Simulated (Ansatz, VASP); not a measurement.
# One calculation of AlN, two programs

INCAR

```
PREC = Accurate
ENCUT = 520
EDIFF = 1E-6
ISMEAR = 0
SIGMA = 0.1
LREAL = False
LASPH = True
NELM = 100
ALGO = Normal
ISIF = 2
LWAVE = False
LCHARG = True
GGA = PE
IVDW = 12
LELF = True
LVHAR = True
NBANDS = 16
```

KPOINTS

```
Automatic mesh
0
Gamma
  6 6 4
```

POSCAR

```
AlN
1.0
    3.3121157400      0.0000000000      0.0000000000
   -1.6560578700      2.8683763700      0.0000000000
    0.0000000000      0.0000000000      4.1875630000
Al N
2 2
Direct
    0.3333333300      0.6666666700      0.7500000000
    0.6666666700      0.3333333300      0.2500000000
    0.3333333300      0.6666666700      0.2500000000
    0.6666666700      0.3333333300      0.7500000000
```

Input for Ansatz:

```yaml
crystal:
  lattice:
    - [3.31211574, 0.0, 0.0]
    - [-1.65605787, 2.86837637, 0.0]
    - [0.0, 0.0, 4.187563]
  atoms:
    - { symbol: Al, position: [0.33333333, 0.66666667, 0.75] }
    - { symbol: Al, position: [0.66666667, 0.33333333, 0.25] }
    - { symbol: "N", position: [0.33333333, 0.66666667, 0.25] }
    - { symbol: "N", position: [0.66666667, 0.33333333, 0.75] }
basis:
  ecutwfc: 420
kpoints:
  mp_grid: { grid: [6, 6, 4] }
hamiltonian:
  xc: pbe
  dispersion: d3bj
  pseudopotentials: { kind: paw, azcp: { folder: soft_1 } }
scf:
  occupations: { method: gaussian, width: 0.1 }
output:
  forces: true
  stress: true
  eigenvalues: true
```

Measurements of this composition are mostly on another form, of space group No. 186.

Alike in both runs: task single point; functional PBE; dispersion D3(BJ); k mesh 6 × 6 × 4; occupations gaussian, width 0.1 eV; no spin polarisation.

```csv
,VASP,Ansatz
version,VASP 6.6.1,Ansatz 0.2.0
potentials or method,"VASP PAW PBE potentials, release 64 (Al, N)","scalar-relativistic, plane waves, PAW"
plane-wave cutoff (eV),520,420
valence electrons in the cell,16,16
```

```tsv
	VASP	Ansatz	Ansatz less VASP
gap on the k mesh at the Fermi level (eV)	3.27	3.26	-0.010
least direct gap on the mesh (eV)	3.27	3.26	-0.010
pressure (GPa)	-4.7	-4.6	+0.15
largest component of the traceless stress (GPa)	0.04	0.08	+0.048
```
